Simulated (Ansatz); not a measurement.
# Cobalt, fcc: HSE06 after PBE

How do the levels and moments change when part of the exchange is made exact, and what does it cost? The cell comes from an earlier PBE relaxation. Exact exchange is dear, so the k-mesh is coarse, and PBE is run on the same mesh for comparison.

Program: Ansatz 0.2.0. Level of theory: DFT, plane waves (420 eV) with PBE-made PAW files, scalar-relativistic; functionals as named at each step. These are calculated values, not measurements.

**1. The structure to begin with**

The structure is cubic, space group Fm-3m (No. 225). Conventional cell: a = 3.454 Å, b = 3.454 Å, c = 3.454 Å, α = 90.00°, β = 90.00°, γ = 90.00°. Around Co (site symmetry m-3m) lie 12 Co at 2.44 Å.

Structure file:

```
Co
1.0
     2.44309    0.00000    0.00000
     0.00000    2.44309    0.00000
     0.00000    0.00000    3.45330
Co
2
Direct
  0.00000 0.00000 0.00000
  0.50000 0.50000 0.50000
```

Starting moments (μB): -1.67 ×2.

**2. PBE, coarse mesh**

The run with PBE.

File input.yaml:

```yaml
crystal:
  lattice:
    - [2.443085774, 0.0, 0.0]
    - [0.0, 2.443085774, 0.0]
    - [0.0, 0.0, 3.4532984674]
  atoms:
    - { symbol: Co, position: [0.0, 0.0, 0.0], spin: -1.666 }
    - { symbol: Co, position: [0.5, 0.5, 0.5], spin: -1.666 }
hamiltonian:
  xc: pbe
  pseudopotentials:
    kind: paw
    azcp:
      Co: "pseudopotentials/Co.paw.azcp"
basis:
  ecutwfc: 420
  fft_grid_basis: typed
kpoints:
  mp_grid: { grid: [7, 7, 5], shift: [0, 0, 0] }
magnetization:
  spin_polarized: true
scf:
  occupations: { method: fermi_dirac, width: 0.1 }
```

Run with:

```bash
ansatz run input.yaml --threads 4 --pin off --max-ram 8192MiB --backend cpu --events-out ev --progress --plain --runs-dir out
```

**3. HSE06 on the coarse mesh**

The run with HSE06.

Edit input.yaml of step 2 so:

```diff
@@ -9,3 +9,3 @@
 hamiltonian:
-  xc: pbe
+  xc: hse06
   pseudopotentials:
```

(Steps that only read results are left out.)

What does the calculation give? Wanted: PBE: gap; PBE: magnetic state; HSE06: gap; HSE06: magnetic state.

As calculated:

| quantity | value |
| --- | --- |
| PBE: gap | none (levels filled in part) |
| PBE: magnetic state | ferromagnetic, up to 1.64 μB per atom |
| HSE06: gap | none (levels filled in part) |
| HSE06: magnetic state | ferromagnetic, up to 2.02 μB per atom |
| HSE06: SCF cycles, exchange loops | 31, 3 |
| HSE06: CPU time over that of PBE | 16 |

In words: Both PBE and HSE06 leave levels filled in part. Moments change from 1.64 μB to 2.02 μB at most; exact exchange favours larger moments in itinerant magnets. The hybrid took 16 times as much CPU time as PBE on the same settings. HSE06 needed 3 outer loops of the exchange operator. The total energies in the logs cannot be compared from one functional to another.
